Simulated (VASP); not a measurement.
A calculation with VASP 6.6.1 of Hg (ASE script, structure from a POSCAR):

The input run.py:

```python
from ase.calculators.vasp import Vasp
from ase.dft.bandgap import bandgap
from ase.io import read

atoms = read('POSCAR')
calc = Vasp(
    directory='calc',
    xc='pbesol',
    pp='PBE',
    setups='minimal',
    prec='Accurate',
    encut=500,
    ediff=1e-07,
    ismear=0,
    sigma=0.1,
    lreal=False,
    lasph=True,
    nelm=100,
    algo='Normal',
    isif=2,
    lwave=False,
    lcharg=False,
    kpts=[10, 10, 10],
    gamma=True,
)
atoms.calc = calc

print('energy (eV):', atoms.get_potential_energy())
print('free energy (eV):', atoms.get_potential_energy(force_consistent=True))
print('forces (eV/A):')
print(atoms.get_forces())
print('stress (eV/A^3, Voigt):', atoms.get_stress())
print('Fermi level (eV):', calc.get_fermi_level())
gap, top, bottom = bandgap(calc)
print('band gap (eV):', gap, 'from (spin, k, band)', top, 'to', bottom)
```

File POSCAR:

```
Hg
1.0
   -1.8767364354      1.8767364354      1.9168448550
    1.8767364354     -1.8767364354      1.9168448550
    1.8767364354      1.8767364354     -1.9168448550
Hg
1
Direct
    0.5000000000      0.5000000000      0.0000000000
```

Potentials or basis: VASP PAW PBE potentials, release 64 (Hg).

The run is started by

```bash
$ python run.py
```

Question: Write the same calculation in another form: native input, structure from a POSCAR.

Answer: As run:

INCAR

```
PREC     = Accurate       # precision mode
ENCUT    = 500            # plane-wave cutoff, eV
EDIFF    = 1E-7           # SCF threshold, eV
ISMEAR   = 0              # smearing method
SIGMA    = 0.1            # smearing width, eV
LREAL    = False          # projectors in reciprocal space
LASPH    = True           # aspherical terms in the spheres
NELM     = 100            # most SCF steps
ALGO     = Normal         # electronic algorithm
ISIF     = 2              # what is computed and relaxed
LWAVE    = False          # write WAVECAR
LCHARG   = False          # write CHGCAR
GGA      = PS             # functional
NBANDS   = 12             # bands
```

Contents of KPOINTS:

```
Automatic mesh
0
Gamma
  10 10 10
```

POSCAR

```
Hg
1.0
   -1.8767364354      1.8767364354      1.9168448550
    1.8767364354     -1.8767364354      1.9168448550
    1.8767364354      1.8767364354     -1.9168448550
Hg
1
Direct
    0.5000000000      0.5000000000      0.0000000000
```

Potentials or basis: VASP PAW PBE potentials, release 64 (Hg).

Run with:

```console
$ cat potpaw_PBE.64/Hg/POTCAR > POTCAR
$ mpirun -np 1 vasp_std > vasp.out
```

Both were run:

|  | ASE script, structure from a POSCAR | native input, structure from a POSCAR |
| --- | --- | --- |
| Pressure | -2.2 GPa | -2.2 GPa |
| Band gap on the k mesh | none (metal or under the smearing width) | none (metal or under the smearing width) |

Keys that steer only the numerical path or the files written may differ.

Caveat: the PAW data sets were made with another functional, which shifts forces and pressure a little.
